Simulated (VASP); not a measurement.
A run of VASP 6.6.1 is set up as follows.

run.py

```python
from ase import Atoms
from ase.calculators.vasp import Vasp
from ase.dft.bandgap import bandgap

atoms = Atoms(
    ['Ca'],
    cell=[[-2.2052049036, 2.2052049036, 2.19611481], [2.2052049036, -2.2052049036, 2.19611481], [2.2052049036, 2.2052049036, -2.19611481]],
    scaled_positions=[[0.5, 0.5, 0.0]],
    pbc=True,
)
calc = Vasp(
    directory='calc',
    xc='revpbe',
    pp='PBE',
    setups='minimal',
    pp_version='54',
    prec='Accurate',
    encut=500,
    ediff=1e-05,
    ismear=-5,
    sigma=0.05,
    lreal=False,
    lasph=True,
    nelm=100,
    algo='Fast',
    isif=2,
    lwave=False,
    lcharg=True,
    lelf=True,
    lvhar=True,
    kpts=[9, 9, 9],
    gamma=True,
    nbands=5,
)
atoms.calc = calc

print('energy (eV):', atoms.get_potential_energy())
print('free energy (eV):', atoms.get_potential_energy(force_consistent=True))
print('forces (eV/A):')
print(atoms.get_forces())
print('stress (eV/A^3, Voigt):', atoms.get_stress())
print('Fermi level (eV):', calc.get_fermi_level())
gap, top, bottom = bandgap(calc)
print('band gap (eV):', gap, 'from (spin, k, band)', top, 'to', bottom)
```

Potentials or basis: VASP PAW PBE potentials, release 54 (Ca_pv).

Launch:

```console
$ python run.py
```

Q: What does it give for the pressure?

A: 0.3 GPa.

Stress tensor (GPa, compression positive):
```
0.35 0.00 0.00
0.00 0.35 0.00
0.00 0.00 0.17
```

Caveat: the bands computed are all filled at some k points, so no gap is given; the PAW data sets were made with another functional, which shifts forces and pressure a little.
